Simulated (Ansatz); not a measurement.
One atom moved along a line in ZnS

Computed with DFT PBE, scalar-relativistic, plane waves, PAW in Ansatz. Settings: plane waves to 420 eV, k-mesh 6×6×6 (Γ-centred), Gaussian smearing 0.05 eV. No spin polarisation. Energies are free energies at this smearing, counted from the undisturbed cell; pressure is positive in compression.

Reference structure (as given, not relaxed at this level; it stands at 1.4 GPa):

```xyz
8
Lattice="5.4093 0.0000 0.0000 0.0000 -5.4093 0.0000 0.0000 0.0000 -5.4093" Properties=species:S:1:pos:R:3 pbc="T T T"
Zn    0.0000   -2.7046   -2.7046
Zn    2.7046    0.0000   -2.7046
Zn    2.7046   -2.7046    0.0000
Zn    0.0000    0.0000    0.0000
S     4.0570   -4.0570   -4.0570
S     1.3523   -1.3523   -4.0570
S     1.3523   -4.0570   -1.3523
S     4.0570   -1.3523   -1.3523
```

Atom 5 (S) is moved by x along the Cartesian unit vector (0.000, 1.000, 0.000); the cell and all other atoms stay fixed.

```tsv
x (Å)	ΔE (meV/cell)	force along x on the moved atoms (eV/Å)	pressure (GPa)	gap on the mesh (eV)
-0.2000	178.8	1.78	1.8	2.04
-0.0667	20.0	0.60	?	?
0.0000	0.0	0.00	1.4	2.10
0.0333	5.0	-0.30	1.4	2.09
0.1000	44.9	-0.90	1.5	2.07
0.1333	79.7	-1.19	1.5	2.06
0.1667	?	-1.49	1.6	?
```

By symmetry 0.2000 repeats -0.2000, -0.1333 repeats 0.1333, 0.0667 repeats -0.0667 in energy, with the opposite slope along the path.

Give the withheld values.

pressure (GPa) at x (Å) = -0.0667: 1.4; gap on the mesh (eV) at x (Å) = -0.0667: 2.08; ΔE (meV/cell) at x (Å) = 0.1667: 124.4; gap on the mesh (eV) at x (Å) = 0.1667: 2.05.